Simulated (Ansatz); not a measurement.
Property card for Nb

All numbers below come from DFT PBEsol, scalar-relativistic, plane waves, PAW in Ansatz 0.2.0.

Cutoff 420 eV; k points 18×18×18 on the computed 1-atom cell (Γ-centred); Gaussian smearing, width 0.10 eV; no spin polarisation.

The structure is relaxed at this level of theory with its symmetry kept.

```xyz
1
Lattice="-1.6362 1.6362 1.6362 1.6362 -1.6362 1.6362 1.6362 1.6362 -1.6362" Properties=species:S:1:pos:R:3 pbc="T T T"
Nb    0.0000    0.0000    0.0000
```

Problem. Formation energy from the elements' standard states (uncorrected)?

Solution. +0.002 eV/atom.

Problem. Density of states at the Fermi level?

Solution. 1.43 states/eV per cell.

Problem. Löwdin character within 0.5 eV of the Fermi level?

Solution. Nb 4d 86 %, Nb 5s 10 %.

Problem. Bulk modulus?

Solution. 180 GPa.

Problem. Its pressure derivative?

Solution. 3.6.

Problem. Bader charges (e)?

Solution. Nb (1 in the cell) 0.00.